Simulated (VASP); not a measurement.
BaS:

```
Ba S
1.0
     0.00000    3.22568    3.22568
     3.22568    0.00000    3.22568
     3.22568    3.22568    0.00000
Ba S
1 1
Direct
  0.00000 0.00000 0.00000
  0.50000 0.50000 0.50000
```

The cell is a database's computed one.

```yaml
Program: VASP 6.6.1
Task: relaxation of cell and atoms
Functional: PBEsol
Potentials_or_basis: VASP PAW PBE potentials, release 64 (Ba_sv, S)
Cutoff: 600 eV
k_mesh: 8 × 8 × 8
Occupations: gaussian, width 0.02 eV
Spin: no spin polarisation
```

At the start: pressure -1.7 GPa; volume 33.56 Å³/atom.

**Question.** Where does the relaxation end?

**Answer.** Over 3 steps the energy falls by 7.7 meV/atom and the volume is 32.20 Å³/atom (-4.1 %); space group Fm-3m (No. 225, to 0.05 Å).

Step by step:
```
step  energy change (eV)  largest force (eV/Å)  pressure (GPa)  volume (Å³)
   1              0.0000                0.0000           -1.73        67.13
   2             -0.0141                0.0000            0.55        63.66
   3             -0.0153                0.0000            0.00        64.40
```

Final structure:
```yaml
crystal:
  lattice:
    - [0.00000, 3.18139, 3.18139]
    - [3.18139, 0.00000, 3.18139]
    - [3.18139, 3.18139, 0.00000]
  atoms:
    - { symbol: Ba, position: [0.00000, 0.00000, 0.00000] }
    - { symbol: S, position: [0.50000, 0.50000, 0.50000] }
```

Caveat: the PAW data sets were made with another functional, which shifts forces and pressure a little.
